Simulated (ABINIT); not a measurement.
Runs of ABINIT 10.8.3 (patched build) on BP. The structure is cubic, space group F-43m (No. 216). Conventional cell: a = 4.538 Å, b = 4.538 Å, c = 4.538 Å, α = 90.00°, β = 90.00°, γ = 90.00°. Around P (site symmetry -43m) lie 4 B at 1.97 Å. B (site symmetry -43m) has 4 P at 1.97 Å as nearest neighbours. 

| task | level | potentials or basis | k mesh | cutoff (eV) | fine-grid cutoff | gap on the mesh (eV) | pressure (GPa) | V0 of scaled cells (Å³/atom) | B0 (GPa) |
| --- | --- | --- | --- | --- | --- | --- | --- | --- | --- |
| equation of state | PBEsol | JTH PAW PBE v2.0 | 10 × 10 × 10 | 544 | 1088.46 eV | - | - | 11.57 | 170 |
| equation of state | AM05 | PseudoDojo NC SR PBEsol v0.4.1 standard | 10 × 10 × 10 | 1034 | - | - | - | 11.52 | 168 |
| single point | PBEsol | JTH PAW PBE v2.0 | 8 × 8 × 8 | 544 | 1088.46 eV | 1.16 | -1.8 | - | - |
| equation of state | RPBE | PseudoDojo NC SR PBE v0.4.1 standard | 10 × 10 × 10 | 1034 | - | - | - | (b) | (a) |
| band structure | BLYP | PseudoDojo NC SR PBE v0.4.1 standard | 10 × 10 × 10 | 1034 | - | 1.52 | 7.1 | - | - |

Alike in all rows: no spin polarisation; cell as given; smearing fermi-dirac 0.05 eV.

**Question.** Estimate the missing entries.

**Answer.** (a) 158; (b) 11.82.

Caveats: pressures at fixed basis lie under the slope of the energies (some runs); the potentials were made for another functional, which shifts forces and pressure (some runs); the PAW data sets were made with another functional, which shifts forces and pressure a little (some runs).

A k mesh can miss the band edges.

Not every run made on this cell is shown here.
